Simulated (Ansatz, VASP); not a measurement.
**One calculation of LiSe2, two programs**

```xyz
3
Lattice="3.9312 0.0000 0.0000 -1.9656 3.4045 0.0000 0.0000 0.0000 4.1527" Properties=species:S:1:pos:R:3 pbc="T T T"
Li    0.0000    0.0000    2.0764
Se    0.0000    2.2697    3.1838
Se    1.9656    1.1348    0.9689
```

Alike in both runs: task relaxation of cell and atoms; functional PBE; dispersion D3(BJ); k mesh 15 × 15 × 12; occupations gaussian, width 0.1 eV; no spin polarisation.

|  | VASP | Ansatz |
| --- | --- | --- |
| version | VASP 6.6.1 | Ansatz 0.2.0 |
| potentials or method | VASP PAW PBE potentials, release 64 (Li_sv, Se) | scalar-relativistic, plane waves, PAW |
| plane-wave cutoff (eV) | 600 | 420 |
| valence electrons in the cell | 15 | 35 |

|  | VASP | Ansatz | Ansatz less VASP |
| --- | --- | --- | --- |
| gap on the k mesh at the Fermi level, each at its own relaxed structure (eV) | none | none | - |
| relaxed volume (Å³/atom) | 18.57 | 18.58 | +0.018 |
| relaxed cell length with the largest relative difference (Å) | 3.969 | 3.956 | -0.0132 |
| energy change over the relaxation (meV/atom) | -4 | -4 | 0.0 |

A gap of «none» marks a metal or a gap that the smearing closes. The two sets of potentials don't hold the same shells in valence.

Caveats: the cutoff is under 1.25 times the usual one of these potentials, so pressure, stress and relaxed cells hold a basis-set (Pulay) error (VASP); pairwise dispersion overbinds metals, which lowers pressure and volume.
